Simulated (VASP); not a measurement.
The system is Si.

```xyz
2
Lattice="-2.2510 2.3685 1.2750 2.2510 -2.3685 1.2750 2.2510 2.3685 -1.2750" Properties=species:S:1:pos:R:3 pbc="T T T"
Si    0.0000    3.5528    0.1454
Si    2.2510   -1.1842    1.1296
```

This isn't the form of Si at room conditions, which is diamond.

```yaml
Program: VASP 6.6.1
Task: relaxation of cell and atoms
Functional: PBEsol
Potentials_or_basis: VASP PAW PBE potentials, release 64 (Si)
Cutoff: 600 eV
k_mesh: 12 × 12 × 12
Occupations: gaussian, width 0.03 eV
Spin: no spin polarisation
```

At the start: pressure 13.3 GPa; volume 13.60 Å³/atom.

Task: How do energy, volume and symmetry change on relaxing?

Result: Over 18 steps the energy falls by 55.1 meV/atom and the volume is 14.97 Å³/atom (+10.1 %); space group Imma (No. 74, to 0.05 Å).

Step by step:
```csv
step,energy change (eV),largest force (eV/Å),pressure (GPa),volume (Å³)
1,0.0000,0.0050,13.31,27.19
2,-0.0539,0.0832,-6.75,31.88
3,-0.1036,0.0578,-0.09,29.81
4,-0.1036,0.0569,0.13,29.75
5,-0.1047,0.0729,0.09,29.80
6,-0.1047,0.0738,0.09,29.80
7,-0.1052,0.0705,-0.07,29.84
8,-0.1062,0.0594,-0.54,29.98
9,-0.1063,0.0537,-0.77,30.05
10,-0.1065,0.0524,-0.76,30.05
11,-0.1070,0.0484,-0.71,30.04
12,-0.1080,0.0399,-0.62,30.03
13,-0.1094,0.0211,-0.42,30.01
14,-0.1100,0.0153,-0.04,29.97
15,-0.1101,0.0090,-0.12,29.98
16,-0.1101,0.0072,-0.14,29.98
17,-0.1102,0.0010,-0.06,29.96
18,-0.1102,0.0021,-0.01,29.95
```

Final structure:
```
CELL_PARAMETERS angstrom
-2.34825 2.44034 1.30641
2.34825 -2.44034 1.30641
2.34825 2.44034 -1.30641
ATOMIC_POSITIONS crystal
Si 0.83627 0.08627 0.75000
Si 0.16373 0.91373 0.25000
```

Caveat: the PAW data sets were made with another functional, which shifts forces and pressure a little; the volume moved by +10 % from the deposited cell, more than functionals usually miss.
